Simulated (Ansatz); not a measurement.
**C2 sheet: levels of theory**

The task, for C2 sheet: compare levels of theory.

Program: Ansatz 0.2.0. Level of theory: DFT PBE, scalar-relativistic, plane waves, PAW, and further levels as typed in the inputs. These are calculated values, not measurements.

### Step 1. Starting point

It takes space group P6/mmm (No. 191, hexagonal). The conventional cell has a = 2.460 Å, b = 2.460 Å, c = 20.000 Å, α = 90.00°, β = 90.00°, γ = 120.00°. Around C (site symmetry -6m2) lie 3 C at 1.42 Å.

Structure file:

```cif
data_structure
_symmetry_space_group_name_H-M 'P 1'
_symmetry_Int_Tables_number 1
_cell_length_a 2.4600
_cell_length_b 2.4600
_cell_length_c 20.0000
_cell_angle_alpha 90.000
_cell_angle_beta 90.000
_cell_angle_gamma 120.000
_cell_volume 104.82
loop_
_atom_site_label
_atom_site_type_symbol
_atom_site_fract_x
_atom_site_fract_y
_atom_site_fract_z
_atom_site_occupancy
C1 C 0.33333 0.66667 0.50000 1
C2 C 0.66667 0.33333 0.50000 1
```

### Step 2. Single point: C2 sheet, no spin

input.yaml reads:

```yaml
crystal:
  lattice:
    - [2.46, 0.0, 0.0]
    - [-1.23, 2.1304224933, 0.0]
    - [0.0, 0.0, 20.0]
  atoms:
    - { symbol: C, position: [0.3333333333, 0.6666666667, 0.5] }
    - { symbol: C, position: [0.6666666667, 0.3333333333, 0.5] }
  periodic: [true, true, false]
scf:
  occupations: { method: fermi_dirac, width: 0.01 }
  n_extra_bands: 10
output:
  forces: false
  stress: false
  eigenvalues: true
  optics:
    e_range: [0, 8]
    de: 0.04
    sigma: 0.1
    drude_damping: 0.02
    nscf_kmesh: { grid: [96, 96, 1] }
  write_density: true
  write_potential: true
  elf: true
  volumetric_format: npy
kpoints:
  mp_grid: { grid: [24, 24, 1] }
hamiltonian:
  xc: pbe
```

On the command line:

```bash
$ ansatz run input.yaml --threads 4 --pin off --max-ram 12288MiB --backend cpu --events-out ev --progress --plain --runs-dir out
```

Log:

```text
Warning: crystal.periodic: the lattice vector that does not repeat stood 0.000° off the slab's normal, 20.000 Å along it as the deck builds it. The run solves the slab on a vector along the normal, 23.800 Å long, with every atom where it was (on the deck's vector they left 20.00 Å outside them, and the widest stretch free of ions among them is 0.00 Å). A fractional position that the run reports is one of the run's cell, which starts as this one, and not of the deck's: it goes into a deck with that cell's vectors. The slab on that cell runs as it stands in a deck that lists each atom with its symbol and moment, types crystal.periodic and leaves out crystal.checkpoint, crystal.saddle_side, crystal.structure_sha256, crystal.space_group, crystal.setting, crystal.reduce_to_primitive, crystal.supercell, crystal.defects and each atom's wyckoff. Where those keys changed the vectors of the plane, lay the indices of each lattice_plane and lattice_line anew on these rows. Along the normal they count this vector already. An outside_sphere can name other atoms there (type this run's as sites). In the order of the run's atom list the slab is: crystal.lattice: [[2.46, 0.0, 0.0], [-1.23, 2.1304224933, 0.0], [0.0, -0.0, 23.8]]; position: [0.3333333333, 0.6666666667, 0.4201680672268907]; position: [0.6666666666999999, 0.3333333333, 0.4201680672268907];
Warning: RAYON_NUM_THREADS=4 ignored (pool sized by the plan → 4); use --threads N
crystal.periodic: the lattice vector that does not repeat stood 0.000° off the slab's normal, 20.000 Å along it as the deck builds it. The run solves the slab on a vector along the normal, 23.800 Å long, with every atom where it was (on the deck's vector they left 20.00 Å outside them, and the widest stretch free of ions among them is 0.00 Å). A fractional position that the run reports is one of the run's cell, which starts as this one, and not of the deck's: it goes into a deck with that cell's vectors. The slab on that cell runs as it stands in a deck that lists each atom with its symbol and moment, types crystal.periodic and leaves out crystal.checkpoint, crystal.saddle_side, crystal.structure_sha256, crystal.space_group, crystal.setting, crystal.reduce_to_primitive, crystal.supercell, crystal.defects and each atom's wyckoff. Where those keys changed the vectors of the plane, lay the indices of each lattice_plane and lattice_line anew on these rows. Along the normal they count this vector already. An outside_sphere can name other atoms there (type this run's as sites). In the order of the run's atom list the slab is: crystal.lattice: [[2.46, 0.0, 0.0], [-1.23, 2.1304224933, 0.0], [0.0, -0.0, 23.8]]; position: [0.3333333333, 0.6666666667, 0.4201680672268907]; position: [0.6666666666999999, 0.3333333333, 0.4201680672268907];
scf.n_extra_bands = 10 over 4 filled bands (N_el = 8.0): the run solves 14 bands
Engine: ansatz 0.2.0, x86_64-unknown-linux-gnu
Pseudopotentials: kind: paw
Pseudopotential: C, paw, valence charge 4, recommended cutoff 420 eV (normal), C.paw.azcp
Functional definition: PBE
  parameter kappa = 0.804
  parameter beta = 0.06672455060314922
  exchange = pbe_x(kappa = kappa, mu = beta*pi^2/3)
  correlation = pbe_c(beta = beta)
Crystal: 2 atoms, lattice volume = 124.732 Å³
Basis set: ecut = 420 eV, 2353 PW (Γ)
Bands: 14, of which v1, the nominal top of the filled ones, is band 4 counted from 1 (3 counted from 0)
Symmetry: 24 space group operations
Space group: P6/mmm (ITA 191), of the structure as read, at distance tolerance 5.0e-5 Å
k-points: 61 of 576
Non-local potential: C, projectors of the file, l = 0: 2, l = 1: 2, l = 2: 1
PAW form: soft (Blöchl's): semilocal exchange-correlation on the pseudo side does not see the compensation charge
PAW one-centre angular grid: C, 110 points (default); XC on 64 Gauss nodes
Initial density: superposition of atomic densities (neutral atoms: chi_scale 0, normalization atom), corrected by the library's trained network
Initial wavefunctions: pseudopotential atomic-orbital guess
Functional: x = pbe(κ = 0.804, μ = 0.2195149727645171), c = pbe(β = 0.06672455060314922)
SCF iter   1: F=—  HF=-501.883768 eV  |F-HF|=—  |Δ(HF+E_count)|=         —  Δρ=1.56e-3  dr2=2.69e-3  ethr=1.77e-3  ⟨swp⟩=8.3  Hψ=6235  notcnv=0  defer=36
preconditioner: auto → LDOS  [metal: Δε(μ)=0.000 eV  Ē_g=18.546 eV  σ=0.010 eV  W_gap=0.00  n_scr=12 (ndim 8)  ℏωp=9.4 eV  f_vac=0.813  D(μ)=0.35/eV (n_scr^D=4)  β→1.0]
SCF iter   2: F=—  HF=-501.883679 eV  |F-HF|=—  |Δ(HF+E_count)|=   8.99e-5  Δρ=3.05e-4  dr2=6.48e-5  ethr=3.37e-5  ⟨swp⟩=5.0  Hψ=2915  notcnv=0  defer=205
SCF iter   3: F=—  HF=-501.883716 eV  |F-HF|=—  |Δ(HF+E_count)|=   3.74e-5  Δρ=3.63e-5  dr2=1.32e-6  ethr=8.10e-7  ⟨swp⟩=3.5  Hψ=1701  notcnv=0  defer=205
SCF iter   4: F=—  HF=-501.883720 eV  |F-HF|=—  |Δ(HF+E_count)|=   3.79e-6  Δρ=4.01e-6  dr2=9.69e-9  ethr=1.65e-8  ⟨swp⟩=3.5  Hψ=1757  notcnv=0  defer=205
SCF iter   5: F=—  HF=-501.883720 eV  |F-HF|=—  |Δ(HF+E_count)|=   1.28e-7  Δρ=4.40e-7  dr2=1.13e-10  ethr=1.21e-10  ⟨swp⟩=3.2  Hψ=1452  notcnv=0  defer=205
SCF iter   6: F=-501.883720 eV  HF=-501.883720 eV  |F-HF|=3.41e-13  |Δ(HF+E_count)|=  7.75e-10  Δρ=3.54e-8  dr2=9.03e-13  ethr=1.00e-12  ⟨swp⟩=14.2  Hψ=5731  notcnv=0
SCF 1 converged in 6 iterations: F = -501.883720 eV  dr2 = 9.03e-13
NSCF: frozen V_eff on 817 k-points
Optics k sum: 0 of 817 k-points
[...]
WARN: The output density's exchange-correlation potential varies sharply where the density is thin. Do not read a vacuum level from v_tot or v_xc, or from such a field of the output density. On a cell that repeats whose density bears no net charge and no dipole along the vacuum's axis use v_es (v_loc + v_h of the components); under efield.dipole_correction with no amplitude use v_es + v_field, which holds any external_charges[].barrier, or the levels of the report's work_function block, which leave it out; under a non-zero efield.amplitude the vacuum is tilted and has no level; on a cell that repeats and bears such a dipole with no correction it is tilted too, and efield.dipole_correction with no amplitude gives each side of its ramp a level where efield: is served; in a cell that repeats whose density bears a net charge (total_charge, or a fill off its count) it is curved and has none; of a slab under crystal.periodic whose density bears no net charge use v_es, which has a level on each side, short of where the two are joined; of another it falls or rises all the way out and has none; of a slab beside external_charges read slab_vacuum_level instead, which it has where they leave it neutral. The grid or the basis barely resolves most such structure, and the values can differ between equally converged runs; as a rule a tighter scf.convergence.dr2_threshold does not remove it. Where the density itself ripples (under the LDA too) a higher basis.ecutwfc lessens it. The files hold the spikes' plane waves up to the density's cutoff. Files: v_tot_of_output_density and the like, and their columns of v_z.tsv (output.write_potential); v_xc_of_output_density and the like, and their columns of v_comp_z.tsv (output.write_potential_components). Measured: with its Gaussian average of σ = 0.25 Å subtracted twice, the exchange-correlation potential is over 0.1 eV at 592 of the grid points where the equally averaged density (valence and model cores) is under 1e-3 e/Å³, and 0.247 eV at the most among them, at an averaged density of 5.0e-4 e/Å³. The input density's (outcome.potential() and, of a run that writes arrays, v_tot and v_xc) is over 0.1 eV, so measured, at 597 points of its own thin density, 0.247 eV at the most. See output.write_potential in the manual, Limitations
SCF converged after 6 iterations
Free energy (F): -501.883720 eV
Harris-Foulkes:  -501.883720 eV  (|F-HF|=3.41e-13)
Internal energy: -501.883624 eV  (E = F + TS)
E sigma→0 (E₀):  -501.883672 eV
Entropy (-TS):   -0.000096 eV (-0.048 meV/atom)
Fermi energy:    -4.223719 eV
--- Per-component energies (eV) ---
  E_band       = -107.213456
  E_kinetic    = 182.069862
  E_local      = -6172.195488  (includes V_loc(G=0)·N_el)
  E_nonlocal   = 54.684189
  E_hartree    = 2980.386725
  E_xc         = -96.039159
  E_vxc        = -118.895113  (∫ρ·V_xc dr)
  E_paw        = -198.723333  (= ΣΔE_a)
  E_vpaw       = -13.650341  (= ΣTr[D̂ρ^β])
  E_aug_tail   = 0.000015  (compensation charges beyond the density's cutoff)
  E_ewald      = 2747.933565
  E_smearing   = -0.000096  (= −TS)
  E_closure    = 0.000000  (closes the sum)
  Σ components = -501.883720   (vs F -501.883720, Δ=0.00e0)
--- Band table (eV; the first three rows and the last of 61) ---
  k-point 0: bands = ["-23.8053", "-11.8941", "-7.2694", "-7.2694", "-0.9826 (-0.9829°)", "-0.2153 (-0.2309°)", "0.4442", "0.7031", "1.8179", "2.2863", "3.7974", "4.1488", "4.1488", "4.4884"]
  k-point 1: bands = ["-23.7641", "-11.8447", "-7.4392", "-7.3593", "-0.9267 (-0.9269°)", "-0.1586 (-0.1741°)", "0.5014", "0.7601", "1.8746", "2.3430", "3.8506", "4.1762", "4.3283", "4.5445"]
  k-point 2: bands = ["-23.6408", "-11.6969", "-7.9228", "-7.6108", "-0.7589 (-0.7591°)", "0.0117 (-0.0036°)", "0.6730", "0.9311", "2.0448", "2.5130", "4.0045", "4.2361", "4.7129", "4.8469"]
  k-point 60: bands = ["-16.8513", "-16.8513", "-14.8467", "-4.2237", "-4.2237", "6.4014", "8.6996", "8.6996", "9.2910 (9.2910°)", "10.6587 (10.6530°)", "10.6587 (10.6530°)", "11.1046", "11.1046", "11.2059"]
  ° read free of the cell's end (the report's vacuum.weakly_bound_levels)
```

Run time: 93 s. Hardware: 4 threads of AMD EPYC 7R43 (Zen 3), shared host; peak memory 1.5 GiB.

Density in a lattice plane of the grid's cell (edges 2.46 and 2.46 Å, at 0.420 of the third edge), which holds C.

Ten even steps from '0' (0.15 e/Å³) to '9' (2.08 e/Å³):
```
000012346789987543210000
000123457899986532110000
011234578999876432110000
122345788999876432211111
234567889999876543221112
345678888888876543332233
567899988999887654444445
789999989999988766555566
999999989999998877777788
999988888999999988888999
988777777889999998999999
766555566788999998999998
554444445678899988999876
333223334567888888887654
221112234567899998876543
111111223467899988754322
000001123467899987543211
000001123568999875432100
000001234578998764321000
000001235689998653210000
```
Columns run along the first of these edges and rows up along the second, over one cell in 24 and 20 even steps from the bottom left corner. Atoms in the plane (fractional): C at (0.33, 0.67), C at (0.67, 0.33).

ELF in the same plane.

Ten even steps from '0' (0.03) to '9' (0.93):
```
000134678999999876421000
011245678888888765321000
123455666777766654321111
344555544334455655432222
566664321112356666543334
777763200012467877655556
888763100024688887665677
999763101247899987666789
999863223579999976556799
999764345789998754346799
999765567999997532236899
998766678999874210136799
877656678888642000136788
765555677876421000236777
543334566665321112346666
322223455655443344555544
111112345666777766655432
000012356788888887654211
000012467899999987643100
000123578999999987532100
```
Columns run along the first of these edges and rows up along the second, over one cell in 24 and 20 even steps from the bottom left corner. Atoms in the plane (fractional): C at (0.33, 0.67), C at (0.67, 0.33).

Both are smooth fields of the valence electrons: close to the nuclei they are not physical.

Outside the cores ELF peaks at 0.93 on the C–C line, 0.7 Å from C.

### Step 3. Single point: LDA

Changes to input.yaml since step 2:

```diff
@@ -22,6 +22,2 @@
     nscf_kmesh: { grid: [96, 96, 1] }
-  write_density: true
-  write_potential: true
-  elf: true
-  volumetric_format: npy
 kpoints:
@@ -29,2 +25,2 @@
 hamiltonian:
-  xc: pbe
+  xc: lda
```

On the command line:

```bash
$ ansatz run input.yaml --threads 4 --pin off --max-ram 12288MiB --backend cpu --events-out ev --progress --plain --runs-dir out
```

Log, shortened:

```text
Warning: crystal.periodic: the lattice vector that does not repeat stood 0.000° off the slab's normal, 20.000 Å along it as the deck builds it. The run solves the slab on a vector along the normal, 23.800 Å long, with every atom where it was (on the deck's vector they left 20.00 Å outside [...]
Warning: RAYON_NUM_THREADS=4 ignored (pool sized by the plan → 4); use --threads N
[...]
scf.n_extra_bands = 10 over 4 filled bands (N_el = 8.0): the run solves 14 bands
[...]
[... 2 set-up lines as earlier in the session ...]
Functional definition: SPW92
[...]
Crystal: 2 atoms, lattice volume = 124.732 Å³
Basis set: ecut = 420 eV, 2353 PW (Γ)
Bands: 14, of which v1, the nominal top of the filled ones, is band 4 counted from 1 (3 counted from 0)
[... 2 set-up lines as earlier in the session ...]
k-points: 61 of 576
[...]
SCF iter   1: F=—  HF=-485.911820 eV  |F-HF|=—  |Δ(HF+E_count)|=         —  Δρ=2.62e-3  dr2=3.36e-3  ethr=1.77e-3  ⟨swp⟩=8.2  Hψ=6259  notcnv=0  defer=38
[...]
SCF iter   6: F=-485.912469 eV  HF=-485.912469 eV  |F-HF|=2.27e-13  |Δ(HF+E_count)|=   3.52e-9  Δρ=5.19e-8  dr2=3.26e-12  ethr=1.00e-12  ⟨swp⟩=14.6  Hψ=5855  notcnv=0
[...]
NSCF: frozen V_eff on 817 k-points
[...]
SCF converged after 6 iterations
Free energy (F): -485.912469 eV
[...]
E sigma→0 (E₀):  -485.912421 eV
Entropy (-TS):   -0.000096 eV (-0.048 meV/atom)
Fermi energy:    -4.533179 eV
[...]
--- Band table (eV; the first three rows and the last of 61) ---
  k-point 0: bands = ["-23.8907", "-12.2231", "-7.5630", "-7.5630", "-1.1391 (-1.1393°)", "-0.2108 (-0.2259°)", "0.4249", "0.6920", "1.7782", "2.2517", "3.7596", "3.7899", "3.7899", "4.4351"]
[...]
  ° read free of the cell's end (the report's vacuum.weakly_bound_levels)
```

Run time: 95 s. Hardware: 4 threads of AMD EPYC 7R43 (Zen 3), shared host; peak memory 1.5 GiB.

### Step 4. Single point: PBE

Changes to input.yaml since step 3:

```diff
@@ -21,6 +21,5 @@
     drude_damping: 0.02
-    nscf_kmesh: { grid: [96, 96, 1] }
+    kdotp_interpolation: "off"
+    nscf_kmesh: { grid: [30, 30, 1] }
 kpoints:
   mp_grid: { grid: [24, 24, 1] }
-hamiltonian:
-  xc: lda
```

On the command line:

```bash
$ ansatz run input.yaml --threads 4 --pin off --max-ram 12288MiB --backend cpu --events-out ev --progress --plain --runs-dir out
```

Log, shortened:

```text
Warning: crystal.periodic: the lattice vector that does not repeat stood 0.000° off the slab's normal, 20.000 Å along it as the deck builds it. The run solves the slab on a vector along the normal, 23.800 Å long, with every atom where it was (on the deck's vector they left 20.00 Å outside [...]
Warning: RAYON_NUM_THREADS=4 ignored (pool sized by the plan → 4); use --threads N
[...]
scf.n_extra_bands = 10 over 4 filled bands (N_el = 8.0): the run solves 14 bands
[...]
[... 3 set-up lines as earlier in the session ...]
[...]
Crystal: 2 atoms, lattice volume = 124.732 Å³
Basis set: ecut = 420 eV, 2353 PW (Γ)
Bands: 14, of which v1, the nominal top of the filled ones, is band 4 counted from 1 (3 counted from 0)
[... 2 set-up lines as earlier in the session ...]
k-points: 61 of 576
[...]
SCF iter   1: F=—  HF=-501.883768 eV  |F-HF|=—  |Δ(HF+E_count)|=         —  Δρ=1.56e-3  dr2=2.69e-3  ethr=1.77e-3  ⟨swp⟩=8.3  Hψ=6235  notcnv=0  defer=36
[...]
SCF iter   6: F=-501.883720 eV  HF=-501.883720 eV  |F-HF|=3.41e-13  |Δ(HF+E_count)|=  7.75e-10  Δρ=3.54e-8  dr2=9.03e-13  ethr=1.00e-12  ⟨swp⟩=14.2  Hψ=5731  notcnv=0
[...]
NSCF: frozen V_eff on 91 k-points
SCF converged after 6 iterations
Free energy (F): -501.883720 eV
[...]
E sigma→0 (E₀):  -501.883672 eV
Entropy (-TS):   -0.000096 eV (-0.048 meV/atom)
Fermi energy:    -4.223719 eV
[...]
--- Band table (eV; the first three rows and the last of 61) ---
  k-point 0: bands = ["-23.8053", "-11.8941", "-7.2694", "-7.2694", "-0.9826 (-0.9829°)", "-0.2153 (-0.2309°)", "0.4442", "0.7031", "1.8179", "2.2863", "3.7974", "4.1488", "4.1488", "4.4884"]
[...]
  ° read free of the cell's end (the report's vacuum.weakly_bound_levels)
```

Run time: 8.3 s. Hardware: 4 threads of AMD EPYC 7R43 (Zen 3), shared host; peak memory 0.46 GiB.

(Part 1 of 2 ends here.)
